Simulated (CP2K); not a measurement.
Runs of CP2K 2026.2 on SnSe2. Symmetry: P-3m1, No. 164, trigonal system. Conventional cell: a = 3.811 Å, b = 3.811 Å, c = 6.136 Å, α = 90.00°, β = 90.00°, γ = 120.00°. Around Sn (site symmetry -3m) lie 6 Se at 2.68 Å. Se (site symmetry 3m) is surrounded by 3 Sn at 2.68 Å. 

| level | potentials or basis | smearing | EPS_DEFAULT | NGRIDS | points a segment of the path (NPOINTS) | bands added on the path | CUTOFF of the grids | gap on the mesh (eV) | pressure (GPa) | largest force (eV/Å) |
| --- | --- | --- | --- | --- | --- | --- | --- | --- | --- | --- |
| PBEsol | POTENTIAL_UZH Sn GTH-PBE-q4, Se GTH-PBE-q6; TZVP-MOLOPT-PBE-GTH basis | fermi-dirac 0.01 eV | 1.0E-10 | 5 | 10 | 6 | 450 Ry | 0.68 | (b) | 1.07 |
| LDA | GTH_POTENTIALS Sn GTH-PADE-q4, Se GTH-PADE-q6; TZVP-MOLOPT-PBE-GTH basis | fermi-dirac 0.1 eV | 1.0E-10 | 5 | 8 | 6 | 450 Ry | 0.63 | 0.7 | 0.44 |
| r2SCAN | POTENTIAL_UZH Sn GTH-SCAN-q4, Se GTH-SCAN-q6; TZVP-MOLOPT-SCAN-GTH basis | fermi-dirac 0.0259 eV | 1.0E-10 | 4 | 6 | 4 | 675 Ry | 0.97 | -0.3 | - |
| TB-mBJ | POTENTIAL_UZH Sn GTH-PBE-q4, Se GTH-PBE-q6; TZVP-MOLOPT-PBE-GTH basis | fermi-dirac 0.01 eV | 1.0E-9 | 4 | 6 | 6 | 675 Ry | 1.09 | - | - |
| PBE | POTENTIAL_UZH Sn GTH-PBE-q4, Se GTH-PBE-q6; TZVP-MOLOPT-PBE-GTH basis | fermi-dirac 0.01 eV | 1.0E-9 | 5 | 10 | 2 | 450 Ry | 0.76 | 6.9 | (a) |

Alike in all rows: task band structure; no spin polarisation; cell as given; k mesh 8 × 8 × 5.

Question: Estimate the missing entries.

Answer: (a) 0.99; (b) 5.7.

Caveats: spin-orbit coupling is left out, which moves the levels of the heavy elements; the basis of atomic orbitals isn't converged, which shifts pressures, moduli and gaps; the potentials were made for another functional, which shifts forces and pressure (some runs); the mesh misses the band edges, which the band path finds closer together (some runs); this functional lacks dispersion, which binds the layers, so the pressure and a relaxed spacing across them are unreliable (some runs); this is a model potential without an energy functional, so only levels have meaning (some runs).

A k mesh can miss the band edges, and the runs leave out spin-orbit coupling on Se, Sn.
